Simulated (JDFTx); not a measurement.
# HgTe (Coloradoite) (F-43m) in JDFTx: equation of state

Aim: energy against volume of HgTe (Coloradoite) in PBEsol, for its equilibrium volume and stiffness.

Everything below comes from runs of JDFTx 1.7.0 (patched build). Logs are shortened: lines on timing, memory, paths and dates and some standing lists are left out, and cuts for length are marked. The log counts tension as positive stress, the text compression.

**Experimental background.**

From a printed reference work, monograph, for a bulk crystal of HgTe: bulk modulus 43 GPa.

The runs below are set against these values where they give the same quantity.

## 1. The structure

The structure is cubic, space group F-43m (No. 216). The conventional cell has a = 6.429 Å, b = 6.429 Å, c = 6.429 Å, α = 90.00°, β = 90.00°, γ = 90.00°. Hg (site symmetry -43m) is surrounded by 4 Te at 2.78 Å. Around Te (site symmetry -43m) lie 4 Hg at 2.78 Å.

## 2. Equation of state, PBEsol, 31.22 Å³/atom (volume scaled by 0.94)

File HgTe.in:

```
lattice \
    0.0000000000     5.9505199423     5.9505199423 \
    5.9505199423     0.0000000000     5.9505199423 \
    5.9505199423     5.9505199423     0.0000000000
coords-type Lattice
ion Hg     0.0000000000     0.0000000000     0.0000000000 1
ion Te     0.7500000000     0.7500000000     0.7500000000 1

ion-species pseudo/Hg.upf
ion-species pseudo/Te.upf
elec-cutoff 40 320
elec-ex-corr gga-PBEsol
kpoint-folding 7 7 7
elec-smearing Fermi 0.0018374661
elec-n-bands 25
electronic-SCF nIterations 100 energyDiffThreshold 1e-09
electronic-minimize nIterations 30 energyDiffThreshold 1e-7
forces-output-coords Cartesian

dump-name run.$VAR
dump End Ecomponents EigStats BandEigs Kpoints Forces Stress ElecDensity Dtot KEdensity
```

Potentials or basis: PseudoDojo-SR-PBEsol-0.4.1-standard with smoothed tails.

Launch:

```console
$ jdftx -c 1 -i HgTe.in -o HgTe.out
```

Standard output:

```text
*************** JDFTx 1.7.0 (patched build) ***************

Input parsed successfully to the following command list (including defaults):
[... the input with its defaults ...]

---------- Setting up symmetries ----------

Found 48 point-group symmetries of the bravais lattice
Found 24 space-group symmetries with basis
Applied RMS atom displacement 0 bohrs to make symmetries exact.

---------- Initializing the Grid ----------
R =
[            0      5.95052      5.95052  ]
[      5.95052            0      5.95052  ]
[      5.95052      5.95052            0  ]
unit cell volume = 421.4
G =
[  -0.527953   0.527953   0.527953  ]
[   0.527953  -0.527953   0.527953  ]
[   0.527953   0.527953  -0.527953  ]
Minimum fftbox size, Smin = [  68  68  68  ]
Chosen fftbox size, S = [  70  70  70  ]

---------- Initializing tighter grid for wavefunction operations ----------
R =
[            0      5.95052      5.95052  ]
[      5.95052            0      5.95052  ]
[      5.95052      5.95052            0  ]
unit cell volume = 421.4
G =
[  -0.527953   0.527953   0.527953  ]
[   0.527953  -0.527953   0.527953  ]
[   0.527953   0.527953  -0.527953  ]
Minimum fftbox size, Smin = [  48  48  48  ]
Chosen fftbox size, S = [  48  48  48  ]

---------- Exchange Correlation functional ----------
Initalized PBEsol GGA exchange.
Initalized PBEsol GGA correlation.

---------- Setting up pseudopotentials ----------
Width of ionic core gaussian charges (only for fluid interactions / plotting) set to 0

Reading pseudopotential file 'pseudo/Hg.upf':
  'Hg' pseudopotential, 'PBESOL' functional
  Generated using ONCVPSP code by D. R. Hamann
  20 valence electrons, 4 orbitals, 7 projectors, 1001 radial grid points, with lMax = 3
    5S    l: 0   occupation:  2.0   eigenvalue: -4.345523
    5P    l: 1   occupation:  6.0   eigenvalue: -2.445050
    5D    l: 2   occupation: 10.0   eigenvalue: -0.363070
    6S    l: 0   occupation:  2.0   eigenvalue: -0.252345
  Core radius for overlap checks: 1.57 bohrs.

Reading pseudopotential file 'pseudo/Te.upf':
  'Te' pseudopotential, 'PBESOL' functional
  Generated using ONCVPSP code by D. R. Hamann
  16 valence electrons, 3 orbitals, 6 projectors, 1001 radial grid points, with lMax = 2
    4D    l: 2   occupation: 10.0   eigenvalue: -1.528329
    5S    l: 0   occupation:  2.0   eigenvalue: -0.556831
    5P    l: 1   occupation:  4.0   eigenvalue: -0.219319
  Core radius for overlap checks: 2.04 bohrs.

Initialized 2 species with 2 total atoms.

Folded 1 k-points by 7x7x7 to 343 k-points.

---------- Setting up k-points, bands, fillings ----------
Adding inversion symmetry to k-mesh for non-inversion-symmetric unit cell.
Reduced to 20 k-points under symmetry.
Computing the number of bands and number of electrons
Calculating initial fillings.
nElectrons:  36.000000   nBands: 25   nStates: 20

----- Setting up reduced wavefunction bases (one per k-point) -----
average nbasis = 5091.776 , ideal nbasis = 5091.887

---------- Setting up ewald sum ----------
Optimum gaussian width for ewald sums = 2.702623 bohr.
Real space sum over 1331 unit cells with max indices [  5  5  5  ]
Reciprocal space sum over 2197 terms with max indices [  6  6  6  ]

---------- Allocating electronic variables ----------
Initializing wave functions:  linear combination of atomic orbitals
Note: number of bands (25) exceeds available atomic orbitals (19)
Hg pseudo-atom occupations:   s ( 2 2 )  p ( 6 )  d ( 10 )
Te pseudo-atom occupations:   s ( 2 )  p ( 4 )  d ( 10 )
	FillingsUpdate:  mu: +0.402181354  nElectrons: 36.000000
LCAOMinimize: Iter:   0  F: -249.4093534736739457  |grad|_K:  1.848e-03  alpha:  1.000e+00
	FillingsUpdate:  mu: +0.391645391  nElectrons: 36.000000
LCAOMinimize: Iter:   1  F: -249.4220738906260237  |grad|_K:  7.556e-05  alpha:  6.141e-01  linmin:  4.380e-02  cgtest: -2.576e-01
	FillingsUpdate:  mu: +0.391074480  nElectrons: 36.000000
[... 5 lines of inner loops ...]
	FillingsUpdate:  mu: +0.391203745  nElectrons: 36.000000
LCAOMinimize: Iter:   5  F: -249.4221027655811724  |grad|_K:  7.548e-09  alpha:  8.656e-01  linmin: -6.042e-02  cgtest:  2.934e-01
LCAOMinimize: Encountered beta<0, resetting CG.
LCAOMinimize: Converged (|Delta F|<1.000000e-06 for 2 iters).

-------- Electronic minimization -----------
Will mix electronic density at each iteration.
	FillingsUpdate:  mu: +0.391203745  nElectrons: 36.000000
	FillingsUpdate:  mu: +0.384328472  nElectrons: 36.000000
SCF: Cycle:  0   F: -249.501088003494488   dF: -7.899e-02   |Residual|: 8.426e-02   |deigs|: 1.017e-01
	FillingsUpdate:  mu: +0.376090992  nElectrons: 36.000000
SCF: Cycle:  1   F: -249.510657664343910   dF: -9.570e-03   |Residual|: 3.922e-02   |deigs|: 1.765e-02
	FillingsUpdate:  mu: +0.370516944  nElectrons: 36.000000
SCF: Cycle:  2   F: -249.512125238988432   dF: -1.468e-03   |Residual|: 6.576e-03   |deigs|: 1.019e-02
	FillingsUpdate:  mu: +0.370803148  nElectrons: 36.000000
SCF: Cycle:  3   F: -249.512136050434663   dF: -1.081e-05   |Residual|: 2.894e-03   |deigs|: 7.070e-04
	FillingsUpdate:  mu: +0.371108286  nElectrons: 36.000000
SCF: Cycle:  4   F: -249.512139062632457   dF: -3.012e-06   |Residual|: 7.275e-04   |deigs|: 5.802e-04
	FillingsUpdate:  mu: +0.371083850  nElectrons: 36.000000
SCF: Cycle:  5   F: -249.512139522387628   dF: -4.598e-07   |Residual|: 3.383e-04   |deigs|: 1.517e-04
	FillingsUpdate:  mu: +0.371128700  nElectrons: 36.000000
SCF: Cycle:  6   F: -249.512139692698469   dF: -1.703e-07   |Residual|: 1.691e-04   |deigs|: 5.928e-05
	FillingsUpdate:  mu: +0.371125864  nElectrons: 36.000000
SCF: Cycle:  7   F: -249.512139729766773   dF: -3.707e-08   |Residual|: 8.139e-05   |deigs|: 3.103e-05
	FillingsUpdate:  mu: +0.371128471  nElectrons: 36.000000
SCF: Cycle:  8   F: -249.512139748840099   dF: -1.907e-08   |Residual|: 2.627e-05   |deigs|: 4.209e-05
	FillingsUpdate:  mu: +0.371128968  nElectrons: 36.000000
SCF: Cycle:  9   F: -249.512139753443876   dF: -4.604e-09   |Residual|: 1.379e-05   |deigs|: 1.814e-05
	FillingsUpdate:  mu: +0.371128396  nElectrons: 36.000000
SCF: Cycle: 10   F: -249.512139755359755   dF: -1.916e-09   |Residual|: 1.402e-05   |deigs|: 1.383e-05
	FillingsUpdate:  mu: +0.371128197  nElectrons: 36.000000
SCF: Cycle: 11   F: -249.512139756136747   dF: -7.770e-10   |Residual|: 6.518e-06   |deigs|: 1.192e-05
	FillingsUpdate:  mu: +0.371127919  nElectrons: 36.000000
SCF: Cycle: 12   F: -249.512139756597577   dF: -4.608e-10   |Residual|: 4.806e-06   |deigs|: 2.106e-05
SCF: Converged (|Delta E|<1.000000e-09 for 2 iters).

Setting wave functions to eigenvectors of Hamiltonian

# Stress tensor in Cartesian coordinates [Eh/a0^3]:
[ -0.000187949            0            0  ]
[            0 -0.000187949            0  ]
[            0            0 -0.000187949  ]

# Ionic positions in lattice coordinates:
ion Hg   0.000000000000000   0.000000000000000   0.000000000000000 1
ion Te   0.750000000000000   0.750000000000000   0.750000000000000 1

# Forces in Cartesian coordinates:
force Hg  -0.000000000000000   0.000000000000000  -0.000000000000000 1
force Te   0.000000000000000  -0.000000000000000   0.000000000000000 1

# Energy components:
   Eewald =     -147.9244072609434397
       EH =       79.6686755680943293
     Eloc =     -232.0869373490370151
      Enl =      -23.6042286237933823
      Exc =      -51.8623014506247557
 Exc_core =       21.7259745910009450
       KE =      104.5711079640878296
-------------------------------------
     Etot =     -249.5121165612155210
       TS =        0.0000231953820441
-------------------------------------
        F =     -249.5121397565975769

IonicMinimize: Iter:   0  F: -249.512139756597577  |grad|_K:        nan
IonicMinimize: None of the convergence criteria satisfied after 0 iterations.

#--- Lowdin population analysis ---
# oxidation-state Hg +1.006
# oxidation-state Te -0.748

Dumping 'run.eigStats' ...
	eMin: -3.874665 at state 0 ( [ +0.000000 +0.000000 +0.000000 ] spin 0 )
	HOMO: +0.369745 at state 0 ( [ +0.000000 +0.000000 +0.000000 ] spin 0 )
	mu  : +0.371128
	LUMO: +0.393981 at state 3 ( [ +0.000000 +0.000000 +0.428571 ] spin 0 )
	eMax: +0.822220 at state 14 ( [ +0.000000 +0.428571 +0.428571 ] spin 0 )
	HOMO-LUMO gap: +0.024236
	Optical gap  : +0.038310 at state 1 ( [ +0.000000 +0.000000 +0.142857 ] spin 0 )
Done!
[note: the HOMO, LUMO and gaps printed at the end count levels as full or empty at half filling, so they show a gap where a level is partly filled]
[note: the Lowdin charges miss the electrons that lie outside the files' atomic orbitals]
```

It took 2.2 min on 1 thread of Arm Neoverse V1, shared host; peak memory 0.19 GiB.

Results:

```
Free energy            : -6789.5712 eV
Pressure               : 5.5 GPa
Band gap on the k mesh : none (metal or under the smearing width)
```

## 3. Equation of state, PBEsol, 31.89 Å³/atom (volume scaled by 0.96)

Changes to HgTe.in since step 2:

```diff
@@ -1,5 +1,5 @@
 lattice \
-    0.0000000000     5.9505199423     5.9505199423 \
-    5.9505199423     0.0000000000     5.9505199423 \
-    5.9505199423     5.9505199423     0.0000000000
+    0.0000000000     5.9924263930     5.9924263930 \
+    5.9924263930     0.0000000000     5.9924263930 \
+    5.9924263930     5.9924263930     0.0000000000
 coords-type Lattice
@@ -20,2 +20,2 @@
 dump-name run.$VAR
-dump End Ecomponents EigStats BandEigs Kpoints Forces Stress ElecDensity Dtot KEdensity
+dump End Ecomponents EigStats BandEigs Kpoints Forces Stress
```

Potentials or basis: PseudoDojo-SR-PBEsol-0.4.1-standard with smoothed tails.

Launch:

```console
$ jdftx -c 1 -i HgTe.in -o HgTe.out
```

Run time: 2.6 min. Hardware: 1 thread of Arm Neoverse V1, shared host; peak memory 0.2 GiB.

Results (log left out):

```
Free energy            : -6789.6113 eV
Pressure               : 4.1 GPa
Band gap on the k mesh : none (metal or under the smearing width)
```

## 4. Equation of state, PBEsol, 32.55 Å³/atom (volume scaled by 0.98)

Changes to HgTe.in since step 3:

```diff
@@ -1,5 +1,5 @@
 lattice \
-    0.0000000000     5.9924263930     5.9924263930 \
-    5.9924263930     0.0000000000     5.9924263930 \
-    5.9924263930     5.9924263930     0.0000000000
+    0.0000000000     6.0337547774     6.0337547774 \
+    6.0337547774     0.0000000000     6.0337547774 \
+    6.0337547774     6.0337547774     0.0000000000
 coords-type Lattice
```

Launch:

```console
$ jdftx -c 1 -i HgTe.in -o HgTe.out
```

Run time: 2.7 min. Hardware: 1 thread of Arm Neoverse V1, shared host; peak memory 0.21 GiB.

The run converged. Its results:

| Item | Value |
| --- | --- |
| Free energy | -6789.6406 eV |
| Pressure | 2.9 GPa |
| Band gap on the k mesh | none (metal or under the smearing width) |

## 5. Equation of state, PBEsol, 33.22 Å³/atom

Changes to HgTe.in since step 4:

```diff
@@ -1,5 +1,5 @@
 lattice \
-    0.0000000000     6.0337547774     6.0337547774 \
-    6.0337547774     0.0000000000     6.0337547774 \
-    6.0337547774     6.0337547774     0.0000000000
+    0.0000000000     6.0745246276     6.0745246276 \
+    6.0745246276     0.0000000000     6.0745246276 \
+    6.0745246276     6.0745246276     0.0000000000
 coords-type Lattice
```

Launch:

```console
$ jdftx -c 1 -i HgTe.in -o HgTe.out
```

Wall time 2.7 min (1 thread of Arm Neoverse V1, shared host); peak memory 0.21 GiB.

It converged, with:

| Property | Result |
| --- | --- |
| Free energy | -6789.6603 eV |
| Pressure | 1.8 GPa |
| Band gap on the k mesh | none (metal or under the smearing width) |

## 6. Equation of state, PBEsol, 33.88 Å³/atom (volume scaled by 1.02)

Changes to HgTe.in since step 5:

```diff
@@ -1,5 +1,5 @@
 lattice \
-    0.0000000000     6.0745246276     6.0745246276 \
-    6.0745246276     0.0000000000     6.0745246276 \
-    6.0745246276     6.0745246276     0.0000000000
+    0.0000000000     6.1147544400     6.1147544400 \
+    6.1147544400     0.0000000000     6.1147544400 \
+    6.1147544400     6.1147544400     0.0000000000
 coords-type Lattice
```

Potentials or basis: PseudoDojo-SR-PBEsol-0.4.1-standard with smoothed tails.

Launch:

```console
$ jdftx -c 1 -i HgTe.in -o HgTe.out
```

Standard output:

```text
*************** JDFTx 1.7.0 (patched build) ***************

Input parsed successfully to the following command list (including defaults):
[... the input with its defaults ...]

---------- Setting up symmetries ----------

Found 48 point-group symmetries of the bravais lattice
Found 24 space-group symmetries with basis
Applied RMS atom displacement 0 bohrs to make symmetries exact.

---------- Initializing the Grid ----------
R =
[            0      6.11475      6.11475  ]
[      6.11475            0      6.11475  ]
[      6.11475      6.11475            0  ]
unit cell volume = 457.264
G =
[  -0.513772   0.513772   0.513772  ]
[   0.513772  -0.513772   0.513772  ]
[   0.513772   0.513772  -0.513772  ]
Minimum fftbox size, Smin = [  72  72  72  ]
Chosen fftbox size, S = [  72  72  72  ]

---------- Initializing tighter grid for wavefunction operations ----------
R =
[            0      6.11475      6.11475  ]
[      6.11475            0      6.11475  ]
[... 105 lines left out ...]
[            0 -2.89615e-05            0  ]
[            0            0 -2.89615e-05  ]

# Ionic positions in lattice coordinates:
ion Hg   0.000000000000000   0.000000000000000   0.000000000000000 1
ion Te   0.750000000000000   0.750000000000000   0.750000000000000 1

# Forces in Cartesian coordinates:
force Hg   0.000000000000000   0.000000000000000  -0.000000000000000 1
force Te  -0.000000000000000   0.000000000000000   0.000000000000000 1

# Energy components:
   Eewald =     -143.9513465334117086
       EH =       82.2726024067892467
     Eloc =     -238.6250322471868799
      Enl =      -23.6241466643257070
      Exc =      -51.8195347253510334
 Exc_core =       21.7259750264807785
       KE =      104.5056852648920795
-------------------------------------
     Etot =     -249.5157974721132632
       TS =        0.0000259441094841
-------------------------------------
        F =     -249.5158234162227586

IonicMinimize: Iter:   0  F: -249.515823416222759  |grad|_K:        nan
IonicMinimize: None of the convergence criteria satisfied after 0 iterations.

#--- Lowdin population analysis ---
# oxidation-state Hg +0.967
# oxidation-state Te -0.729

Dumping 'run.eigStats' ...
	eMin: -3.912168 at state 0 ( [ +0.000000 +0.000000 +0.000000 ] spin 0 )
	HOMO: +0.318549 at state 0 ( [ +0.000000 +0.000000 +0.000000 ] spin 0 )
	mu  : +0.320076
	LUMO: +0.342849 at state 3 ( [ +0.000000 +0.000000 +0.428571 ] spin 0 )
	eMax: +0.764779 at state 14 ( [ +0.000000 +0.428571 +0.428571 ] spin 0 )
	HOMO-LUMO gap: +0.024301
	Optical gap  : +0.033409 at state 1 ( [ +0.000000 +0.000000 +0.142857 ] spin 0 )
Done!
[note: the HOMO, LUMO and gaps printed at the end count levels as full or empty at half filling, so they show a gap where a level is partly filled]
[note: the Lowdin charges miss the electrons that lie outside the files' atomic orbitals]
```

Run time: 2.7 min. Hardware: 1 thread of Arm Neoverse V1, shared host; peak memory 0.21 GiB.

Results:

- Free energy: -6789.6714 eV
- Pressure: 0.9 GPa
- Band gap on the k mesh: none (metal or under the smearing width)

## 7. Equation of state, PBEsol, 34.54 Å³/atom (volume scaled by 1.04)

Changes to HgTe.in since step 6:

```diff
@@ -1,5 +1,5 @@
 lattice \
-    0.0000000000     6.1147544400     6.1147544400 \
-    6.1147544400     0.0000000000     6.1147544400 \
-    6.1147544400     6.1147544400     0.0000000000
+    0.0000000000     6.1544617502     6.1544617502 \
+    6.1544617502     0.0000000000     6.1544617502 \
+    6.1544617502     6.1544617502     0.0000000000
 coords-type Lattice
```

Launch:

```console
$ jdftx -c 1 -i HgTe.in -o HgTe.out
```

Wall time 2.7 min (1 thread of Arm Neoverse V1, shared host); peak memory 0.2 GiB.

The run converged. Its results:

```
Free energy            : -6789.6750 eV
Pressure               : 0.0 GPa
Band gap on the k mesh : none (metal or under the smearing width)
```

## 8. Equation of state, PBEsol, 35.21 Å³/atom (volume scaled by 1.06)

Changes to HgTe.in since step 7:

```diff
@@ -1,5 +1,5 @@
 lattice \
-    0.0000000000     6.1544617502     6.1544617502 \
-    6.1544617502     0.0000000000     6.1544617502 \
-    6.1544617502     6.1544617502     0.0000000000
+    0.0000000000     6.1936632005     6.1936632005 \
+    6.1936632005     0.0000000000     6.1936632005 \
+    6.1936632005     6.1936632005     0.0000000000
 coords-type Lattice
```

Launch:

```console
$ jdftx -c 1 -i HgTe.in -o HgTe.out
```

It took 2.7 min on 1 thread of Arm Neoverse V1, shared host; peak memory 0.21 GiB.

The run converged. Its results:

| Quantity | Value |
| --- | --- |
| Free energy | -6789.6718 eV |
| Pressure | -0.8 GPa |
| Band gap on the k mesh | none (metal or under the smearing width) |

## 9. Equation of state, PBEsol

Potentials or basis: PseudoDojo-SR-PBEsol-0.4.1-standard with smoothed tails.

No new run: the results of the series are fitted here.

What came out:

```
Equilibrium volume                      : 34.55 Å³/atom
Bulk modulus                            : 42 GPa
Pressure derivative of the bulk modulus : 5.2
```

Energy against volume, from the lowest point:
```csv
volume (Å³/atom),energy (meV/atom)
31.223,51.90
31.887,31.83
32.551,17.18
33.215,7.34
33.880,1.78
34.544,0.00
35.208,1.59
```

## 10. Against experiment

Step 9. Measured bulk modulus of HgTe: 43 GPa (a printed reference work, monograph). This calculation gives 42 GPa (-2.1 %). The fit is for a static lattice scaled at fixed shape and fixed fractional positions.
